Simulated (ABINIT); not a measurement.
# As (R-3m) in ABINIT: a series of runs

Aim: see how the results for As move with the level of theory and the settings. Levels: PBE, LDA. Tasks: single point, relaxation of cell and atoms.

Everything below comes from runs of ABINIT 10.8.3 (patched build). Logs are shortened: lines on timing, memory, paths and dates and some standing lists are left out, and cuts for length are marked. The log counts tension as positive stress, the text compression.

## Step 1: The crystal as given

The structure is trigonal, space group R-3m (No. 166). Conventional cell: a = 3.762 Å, b = 3.762 Å, c = 10.542 Å, α = 90.00°, β = 90.00°, γ = 120.00°. As (site symmetry 3m) has 3 As at 2.51 Å as nearest neighbours.

## Step 2: Single point, PBE

run.abi reads:

```
# Pseudopotentials
pp_dirpath "./"
pseudos "As.GGA_PBE-JTH_sp.xml"

# Structure
acell 3*1.0
rprim
     3.5541910346     2.0520131505     6.6406147546
    -3.5541910346     2.0520131505     6.6406147546
     0.0000000000    -4.1040263011     6.6406147546
ntypat 1
znucl 33
natom 2
typat 1 1
xred
     0.2260000000     0.2260000000     0.2260000000
     0.7740000000     0.7740000000     0.7740000000

# Plane-wave basis
ecut 299.325249 eV
pawecutdg 22.0
pawxcdev 0

# k points
kptopt 1
ngkpt 7 7 7
nshiftk 1
shiftk 0.0 0.0 0.0

# Exchange and correlation
ixc 11

# Bands and occupations
nband 9
occopt 3
tsmear 0.05 eV

# SCF cycle
nstep 100
tolvrs 1.0e-9

# Output
iomode 3
prtwf 0
prtden 0
prteig 0
prtebands 0
enunit 2
```

Potentials or basis: JTH PAW PBE v2.0 sp.

The run is started by

```console
$ mpirun --bind-to none -np 4 abinit run.abi > log 2>&1
```

run.abo:

```text
.Version 10.8.3 of ABINIT
 Symmetries : space group R-3 m (#166); Bravais hR (rhombohedral)
================================================================================
 Values of the parameters that define the memory need of the present run
     intxc =       0    ionmov =       0      iscf =      17    lmnmax =       8
     lnmax =       4     mgfft =      24  mpssoang =       2    mqgrid =    3001
     natom =       2  nloc_mem =       2    nspden =       1   nspinor =       1
    nsppol =       1      nsym =      12    n1xccc =       1    ntypat =       1
    occopt =       3   xclevel =       2
       mpw =         517          nfft =       13824          nkpt =          44
Pmy_natom=         1
 PAW method is used; the additional fine FFT grid is defined by:
   mgfftf=        36    nfftf =     46656
================================================================================
================================================================================

--------------------------------------------------------------------------------
------------- Echo of variables that govern the present computation ------------
--------------------------------------------------------------------------------
 -outvars: echo values of preprocessed input variables --------
            acell      1.0000000000E+00  1.0000000000E+00  1.0000000000E+00 Bohr
              amu      7.49215900E+01
             ecut      1.10000000E+01 Hartree
           enunit           2
              ixc          11
         kptrlatt        7    0    0      0    7    0      0    0    7
          kptrlen      4.97586745E+01
            natom           2
            nband           9
            ngfft          24      24      24
          ngfftdg          36      36      36
             nkpt          44
            nstep         100
             nsym          12
           ntypat           1
           occopt           3
        pawecutdg      2.20000000E+01 Hartree
         pawxcdev           0
           prtden           0
        prtebands           0
           prteig           0
            prtwf           0
            rprim      3.5541910346E+00  2.0520131505E+00  6.6406147546E+00
                      -3.5541910346E+00  2.0520131505E+00  6.6406147546E+00
                       0.0000000000E+00 -4.1040263011E+00  6.6406147546E+00
          spgroup         166
           tolvrs      1.00000000E-09
           tsmear      1.83746611E-03 Hartree
            typat      1  1
           useylm           1
           xangst     -7.9101910811E-17 -1.1959410062E-11  2.3825340307E+00
                      -2.4720943586E-16 -4.0958675513E-11  8.1596519457E+00
            xcart     -1.4948094747E-16 -2.2600009645E-11  4.5023368036E+00
                      -4.6715812951E-16 -7.7400679199E-11  1.5419507460E+01
             xred      2.2600000000E-01  2.2600000000E-01  2.2600000000E-01
                       7.7400000000E-01  7.7400000000E-01  7.7400000000E-01
            znucl       33.00000

================================================================================

 chkinp: Checking input parameters for consistency.

================================================================================
== DATASET  1 ==================================================================

--- !DatasetInfo
iteration_state: {dtset: 1, }
dimensions: {natom: 2, nkpt: 44, mband: 9, nsppol: 1, nspinor: 1, nspden: 1, mpw: 517, }
cutoff_energies: {ecut:  11.0, pawecutdg:  22.0, }
electrons: {nelect:   1.00000000E+01, charge:   0.00000000E+00, occopt:   3.00000000E+00, tsmear:   1.83746611E-03, }
meta: {optdriver: 0, ionmov: 0, optcell: 0, iscf: 17, paral_kgb: 0, }
...

 Exchange-correlation functional for the present dataset will be:
  GGA: Perdew-Burke-Ernzerhof functional - ixc=11
  J.P.Perdew, K.Burke, M.Ernzerhof, PRL 77, 3865 (1996)

 Real(R)+Recip(G) space primitive vectors, cartesian coordinates (Bohr,Bohr^-1):
 R(1)=  3.5541910  2.0520132  6.6406148  G(1)=  0.1406790  0.0812211  0.0501962
 R(2)= -3.5541910  2.0520132  6.6406148  G(2)= -0.1406790  0.0812211  0.0501962
 R(3)=  0.0000000 -4.1040263  6.6406148  G(3)=  0.0000000 -0.1624421  0.0501962
 Unit cell volume ucvol=  2.9058985E+02 bohr^3
 Angles (23,13,12)=  5.41670000E+01  5.41670000E+01  5.41670000E+01 degrees

 Coarse grid specifications (used for wave-functions):

 getcut: wavevector=  0.0000  0.0000  0.0000  ngfft=  24  24  24
         ecut(hartree)=     11.000   => boxcut(ratio)=   2.05920

 Fine grid specifications (used for densities):

 getcut: wavevector=  0.0000  0.0000  0.0000  ngfft=  36  36  36
         ecut(hartree)=     22.000   => boxcut(ratio)=   2.18570

--- Pseudopotential description ------------------------------------------------
- pspini: atom type   1  psp file is ./As.GGA_PBE-JTH_sp.xml
 Pseudopotential format is: paw10
 basis_size (lnmax)=  4 (lmn_size=  8), orbitals=   0   0   1   1
 Spheres core radius: rc_sph= 2.10391912
 Shapefunction is BESSEL type: shapef(r,l)=aa(1,l)*jl(q(1,l)*r)+aa(2,l)*jl(q(2,l)*r)
 Radius for shape functions =  1.80731519
 Compensation charge density is not taken into account in XC energy/potential

   7.34778091E+02                                ecore*ucvol(ha*bohr**3)
--------------------------------------------------------------------------------

================================================================================

--- !BeginCycle
iteration_state: {dtset: 1, }
solver: {iscf: 17, nstep: 100, nline: 4, wfoptalg: 10, }
tolerances: {tolvrs: 1.00E-09, }
...

     iter   Etot(hartree)      deltaE(h)  residm     nres2
 ETOT  1  -12.822683443291    -1.282E+01 4.925E-02 5.922E-01
 ETOT  2  -12.852206366932    -2.952E-02 8.717E-04 8.788E-02
 ETOT  3  -12.852060310514     1.461E-04 7.170E-05 1.967E-03
 ETOT  4  -12.852073467713    -1.316E-05 3.828E-05 2.785E-04
 ETOT  5  -12.852078894205    -5.426E-06 2.143E-06 6.943E-06
 ETOT  6  -12.852079028125    -1.339E-07 1.219E-06 3.376E-07
 ETOT  7  -12.852079040479    -1.235E-08 7.100E-08 1.935E-08
 ETOT  8  -12.852079040499    -2.013E-11 3.644E-08 1.710E-09
 ETOT  9  -12.852079040511    -1.239E-11 6.393E-09 1.047E-10

 At SCF step    9       nres2   =  1.05E-10 < tolvrs=  1.00E-09 =>converged.

 Cartesian components of stress tensor (hartree/bohr^3)
  sigma(1 1)= -1.33725866E-04  sigma(3 2)=  4.30085178E-14
  sigma(2 2)= -1.33725866E-04  sigma(3 1)=  0.00000000E+00
  sigma(3 3)= -1.03063787E-04  sigma(2 1)=  0.00000000E+00

--- !ResultsGS
iteration_state: {dtset: 1, }
comment   : Summary of ground state results
lattice_vectors:
- [  3.5541910,   2.0520132,   6.6406148, ]
- [ -3.5541910,   2.0520132,   6.6406148, ]
- [  0.0000000,  -4.1040263,   6.6406148, ]
lattice_lengths: [   7.80646,    7.80646,    7.80646, ]
lattice_angles: [ 54.167,  54.167,  54.167, ] # degrees, (23, 13, 12)
lattice_volume:   2.9058985E+02
convergence: {deltae: -1.239E-11, res2:  1.047E-10, residm:  6.393E-09, diffor: null, }
etotal    :  -1.28520790E+01
entropy   :   0.00000000E+00
fermie    :   2.98575811E-02
cartesian_stress_tensor: # hartree/bohr^3
- [ -1.33725866E-04,   0.00000000E+00,   0.00000000E+00, ]
- [  0.00000000E+00,  -1.33725866E-04,   4.30085178E-14, ]
- [  0.00000000E+00,   4.30085178E-14,  -1.03063787E-04, ]
pressure_GPa:   3.6336E+00
xred      :
- [  2.2600E-01,   2.2600E-01,   2.2600E-01, As]
- [  7.7400E-01,   7.7400E-01,   7.7400E-01, As]
cartesian_forces: # hartree/bohr
- [  2.34752363E-18,   2.50040354E-18,   8.34277724E-03, ]
- [ -2.34752363E-18,  -2.50040354E-18,  -8.34277724E-03, ]
force_length_stats: {min:   8.34277724E-03, max:   8.34277724E-03, mean:   8.34277724E-03, }
...

 Integrated electronic density in atomic spheres:
 ------------------------------------------------
 Atom  Sphere_radius  Integrated_density
    1        2.10392          2.62865553
    2        2.10392          2.62865553

================================================================================

 ----iterations are completed or convergence reached----

 Mean square residual over all n,k,spin=   20.868E-12; max=  63.932E-10
 reduced coordinates (array xred) for    2 atoms
       0.226000000000      0.226000000000      0.226000000000
       0.774000000000      0.774000000000      0.774000000000
 rms dE/dt=  5.5401E-02; max dE/dt=  5.5401E-02; dE/dt below (all hartree)
    1      -0.055401169651     -0.055401169651     -0.055401169651
    2       0.055401169651      0.055401169651      0.055401169651

 cartesian coordinates (angstrom) at end:
    1     -0.00000000000000    -0.00000000001196     2.38253403066859
    2     -0.00000000000000    -0.00000000004096     8.15965194574109

 cartesian forces (hartree/bohr) at end:
    1      0.00000000000000     0.00000000000000     0.00834277724247
    2     -0.00000000000000    -0.00000000000000    -0.00834277724247
 frms,max,avg= 4.8167047E-03 8.3427772E-03   0.000E+00  0.000E+00  0.000E+00 h/b

 cartesian forces (eV/Angstrom) at end:
    1      0.00000000000000     0.00000000000000     0.42900285459302
    2     -0.00000000000000    -0.00000000000000    -0.42900285459302
 frms,max,avg= 2.4768491E-01 4.2900285E-01   0.000E+00  0.000E+00  0.000E+00 e/A
 length scales=  1.000000000000  1.000000000000  1.000000000000 bohr
              =  0.529177210544  0.529177210544  0.529177210544 angstroms
 Fermi (or HOMO) energy (hartree) =   0.02986   Average Vxc (hartree)=  -0.37989
 Eigenvalues (hartree) for nkpt=  44  k points:
 kpt#   1, nband=  9, wtk=  0.00292, kpt=  0.0000  0.0000  0.0000 (reduced coord)
  -0.52516   -0.18486   -0.06209   -0.04598   -0.04598    0.08843    0.13677    0.13677
   0.28800
      occupation numbers for kpt#   1
   2.00000    2.00000    2.00000    2.00000    2.00000    0.00000    0.00000    0.00000
   0.00000
 prteigrs : prtvol=0 or 1, do not print more k-points.

 Fermi (or HOMO) energy (eV) =   0.81247   Average Vxc (eV)= -10.33724
 Eigenvalues (   eV  ) for nkpt=  44  k points:
 kpt#   1, nband=  9, wtk=  0.00292, kpt=  0.0000  0.0000  0.0000 (reduced coord)
 -14.29027   -5.03034   -1.68961   -1.25120   -1.25120    2.40641    3.72168    3.72168
   7.83677
 prteigrs : prtvol=0 or 1, do not print more k-points.

--- !EnergyTerms
iteration_state     : {dtset: 1, }
comment             : Components of total free energy in Hartree
kinetic             :  4.43169545171144E+00
hartree             :  7.03709709365682E-01
xc                  : -1.27359998656263E+01
Ewald energy        : -1.32967517667638E+01
psp_core            :  2.52857450696937E+00
local_psp           : -2.27837455533617E+00
PAW spherical_terms :  7.79515668228092E+00
internal            : -1.28519898373989E+01
'-kT*entropy'       : -9.02412694224549E-05
total_energy        : -1.28520800786683E+01
total_energy_eV     : -3.49722915084920E+02
...

--- !EnergyTermsDC
iteration_state     : {dtset: 1, }
comment             : '"Double-counting" decomposition of free energy'
band_energy         : -2.10842017556644E+00
Ewald energy        : -1.32967517667638E+01
psp_core            :  2.52857450696937E+00
xc_dc               : -8.09675757780346E+00
PAW spherical_terms :  8.12136621392240E+00
internal            : -1.28519887992419E+01
'-kT*entropy'       : -9.02412694224549E-05
total_energy_dc     : -1.28520790405113E+01
total_energy_dc_eV  : -3.49722886835231E+02
...

--- !EnergyTermsWithPAWCore
iteration_state     : {dtset: 1, }
comment             : 'Components of total free energy, including PAW core contributions'
Total energy        : -4.52195602125071E+03
Total energy DC     : -4.52195602021255E+03
Total energy (eV)   : -1.23048691881593E+05
Total energy DC (eV): -1.23048691853343E+05
...

 Cartesian components of stress tensor (hartree/bohr^3)
  sigma(1 1)= -1.33725866E-04  sigma(3 2)=  4.30085178E-14
  sigma(2 2)= -1.33725866E-04  sigma(3 1)=  0.00000000E+00
  sigma(3 3)= -1.03063787E-04  sigma(2 1)=  0.00000000E+00

-Cartesian components of stress tensor (GPa)         [Pressure=  3.6336E+00 GPa]
- sigma(1 1)= -3.93435081E+00  sigma(3 2)=  1.26535428E-09
- sigma(2 2)= -3.93435080E+00  sigma(3 1)=  0.00000000E+00
- sigma(3 3)= -3.03224131E+00  sigma(2 1)=  0.00000000E+00

== END DATASET(S) ==============================================================
================================================================================

 -outvars: echo values of variables after computation  --------
            acell      1.0000000000E+00  1.0000000000E+00  1.0000000000E+00 Bohr
           etotal     -1.2852079041E+01
            fcart      2.3475236279E-18  2.5004035382E-18  8.3427772425E-03
                      -2.3475236279E-18 -2.5004035382E-18 -8.3427772425E-03
            rprim      3.5541910346E+00  2.0520131505E+00  6.6406147546E+00
                      -3.5541910346E+00  2.0520131505E+00  6.6406147546E+00
                       0.0000000000E+00 -4.1040263011E+00  6.6406147546E+00
           strten     -1.3372586595E-04 -1.3372586558E-04 -1.0306378724E-04
                       4.3008517833E-14  0.0000000000E+00  0.0000000000E+00
           xangst     -7.9101910811E-17 -1.1959410062E-11  2.3825340307E+00
                      -2.4720943586E-16 -4.0958675513E-11  8.1596519457E+00
             xred      2.2600000000E-01  2.2600000000E-01  2.2600000000E-01
                       7.7400000000E-01  7.7400000000E-01  7.7400000000E-01
 Calculation completed.
```

It took 2.4 s on 4 MPI ranks of Arm Neoverse V2, shared host; peak memory 0.28 GiB.

What came out:

| Property | Result |
| --- | --- |
| Free energy | -349.7229 eV |
| Pressure | 3.6 GPa |
| Largest force | 0.429 eV/Å |
| Band gap on the k mesh | none (metal or under the smearing width) |
| Valence electrons inside the program's atomic spheres | As 2.63 (radii [1.1133] Å) |

Forces on the atoms (eV/Å):
```
As   0.000  0.000  0.429
As   0.000  0.000 -0.429
```

Caveat: this set keeps more shells in the core, which shifts pressures and gaps.

## Step 3: Relaxation of cell and atoms, PBE

run.abi reads:

```
# Pseudopotentials
pp_dirpath "./"
pseudos "As.upf"

# Structure
acell 7.8064586208 7.8064586208 7.8064586208
rprim
     0.4552885255     0.2628609527     0.8506564983
    -0.4552885255     0.2628609527     0.8506564983
     0.0000000000    -0.5257219055     0.8506564983
ntypat 1
znucl 33
natom 2
typat 1 1
chkprim 0
chksymtnons 0
tolsym 1.0e-6
xred
   0.2260000000   0.2260000000   0.2260000000
   0.7740000000   0.7740000000   0.7740000000

# Plane-wave basis
ecut 1142.878222 eV
ecutsm 0.5

# k points
kptopt 1
ngkpt 7 7 7
nshiftk 1
shiftk 0.0 0.0 0.0

# Exchange and correlation
ixc 11

# Bands and occupations
nband 19
occopt 3
tsmear 0.00183747

# SCF cycle
nstep 80
tolvrs 1.0e-12

# Output
iomode 3
prteig 0
prtebands 0
prtwf 0
prtden 0

# Relaxation
ionmov 2
optcell 2
ntime 50
tolmxf 2.0e-5
dilatmx 1.08
```

Potentials or basis: PseudoDojo NC SR PBE v0.4.1 standard.

The run is started by

```console
$ mpirun --bind-to none -np 4 abinit run.abi > log 2>&1
```

It took 9.6 min on 4 MPI ranks of Intel Xeon Platinum 8375C at 2.90GHz (Ice Lake), shared host; peak memory 0.4 GiB.

Results (log left out):

```yaml
Free_energy: -5772.4685 eV
Relaxed_volume: 22.48 Å³/atom
Relaxed_cell: a = 4.186 Å, b = 4.186 Å, c = 4.186 Å, α = 54.29°, β = 54.29°, γ = 54.29°
Space_group_after_relaxing_to_0.05_Å: R-3m (No. 166)
Energy_gained_by_relaxing: 12.2 meV/atom
Ionic_steps: 15
Pressure_after_relaxing: 0.0 GPa
Band_gap_on_the_k_mesh: none (metal or under the smearing width)
```

Step by step:
| step | energy change (eV) | largest force (eV/Å) | pressure (GPa) | volume (Å³) |
| --- | --- | --- | --- | --- |
| 1 | 0.0000 | 0.4023 | 3.73 | 43.06 |
| 2 | -0.0126 | 0.2533 | 2.57 | 43.55 |
| 3 | -0.0241 | 0.0389 | 0.26 | 44.65 |
| 4 | -0.0242 | 0.0493 | 0.11 | 44.75 |
| 5 | -0.0243 | 0.0448 | -0.02 | 44.85 |
| 6 | -0.0244 | 0.0238 | -0.07 | 44.91 |
| 7 | -0.0245 | 0.0060 | -0.03 | 44.91 |
| 8 | -0.0245 | 0.0012 | 0.00 | 44.90 |
| 9 | -0.0245 | 0.0006 | 0.01 | 44.89 |
| 10 | -0.0245 | 0.0000 | 0.02 | 44.89 |
| 11 | -0.0245 | 0.0007 | 0.03 | 44.89 |
| 12 | -0.0245 | 0.0014 | 0.04 | 44.91 |
| 13 | -0.0245 | 0.0014 | 0.03 | 44.94 |
| 14 | -0.0245 | 0.0006 | 0.01 | 44.96 |
| 15 | -0.0245 | 0.0001 | 0.00 | 44.96 |

Final structure:
```cif
data_structure
_symmetry_space_group_name_H-M 'P 1'
_symmetry_Int_Tables_number 1
_cell_length_a 4.1864
_cell_length_b 4.1864
_cell_length_c 4.1864
_cell_angle_alpha 54.287
_cell_angle_beta 54.287
_cell_angle_gamma 54.287
_cell_volume 44.96
loop_
_atom_site_label
_atom_site_type_symbol
_atom_site_fract_x
_atom_site_fract_y
_atom_site_fract_z
_atom_site_occupancy
As1 As 0.22671 0.22671 0.22671 1
As2 As 0.77329 0.77329 0.77329 1
```

PBE usually gives volumes a little too large and moduli too small. Zero-point motion and thermal expansion aren't in these numbers.

[end of part 1 of 2]
